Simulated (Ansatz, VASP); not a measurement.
One calculation of InP, two programs

```
CELL_PARAMETERS angstrom
0.00000 2.72957 2.72957
2.72957 0.00000 2.72957
2.72957 2.72957 0.00000
ATOMIC_POSITIONS crystal
In 0.00000 0.00000 0.00000
P 0.50000 0.50000 0.50000
```

Measurements of this composition are mostly on another form, of space group No. 216.

Alike in both runs: functional PBEsol; k mesh 14 × 14 × 14; occupations gaussian, width 0.1 eV; no spin polarisation.

Ansatz relaxed the structure, and its values are those at the end. VASP's run is a single point on that final structure, the one shown.

|  | VASP | Ansatz |
| --- | --- | --- |
| version | VASP 6.6.1 | Ansatz 0.2.0 |
| potentials or method | VASP PAW PBE potentials, release 64 (In_d, P) | scalar-relativistic, plane waves, PAW |
| plane-wave cutoff (eV) | 520 | 420 |
| valence electrons in the cell | 18 | 18 |

```tsv
	VASP	Ansatz	Ansatz less VASP
gap on the k mesh at the Fermi level (eV)	none	none	-
pressure (GPa)	0.0	0.0	-0.03
```

A gap of «none» marks a metal or a gap that the smearing closes. The functional is the same, so the differences come from potentials, cutoffs and numerics.

Caveats: the PAW data sets were made with another functional, which shifts forces and pressure a little (VASP).
